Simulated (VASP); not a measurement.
Mg8O9 (a cell with a defect), 17 atoms in the cell. The cell holds a defect, 17 atoms: a = 5.525 Å, b = 5.525 Å, c = 5.525 Å, α = 60.00°, β = 60.00°, γ = 60.00°. 

```yaml
Program: VASP 6.6.1
Task: single point
Functional: PBE
Dispersion: D3(BJ)
Potentials_or_basis: VASP PAW PBE potentials, release 64 (Mg, O)
Cutoff: 520 eV
k_mesh: 2 × 2 × 2
Occupations: fermi-dirac, width 0.05 eV
Spin: collinear spin, zero start
Starting_moments: "[0.0, 0.0, 0.0, 0.0, 0.0, 0.0, 0.0, 0.0, 0.0, 0.0, 0.0, 0.0, 0.0, 0.0, 0.0, 0.0, 0.0] μB"
Dipole_correction: no
Further_INCAR_settings: LREAL = Auto; ALGO = Fast; EDIFF = 1e-06; NBANDS = 53
```

Potentials or basis: VASP PAW PBE potentials, release 64 (Mg, O).

Command:

```bash
$ cat potpaw_PBE.64/Mg/POTCAR potpaw_PBE.64/O/POTCAR > POTCAR
$ mpirun -np 1 vasp_std > vasp.out
```

Hardware: 1 thread of Intel(R) Xeon(R) Platinum 8259CL CPU @ 2.50GHz (Skylake/Cascade Lake) (shared host).

**Question.** How long does it take, and how much memory?

**Answer.** Wall time 6 min on 1 thread of Intel(R) Xeon(R) Platinum 8259CL CPU @ 2.50GHz (Skylake/Cascade Lake), on a shared host, peak memory 0.33 GiB. Counts: scf iterations 15, k points 8.
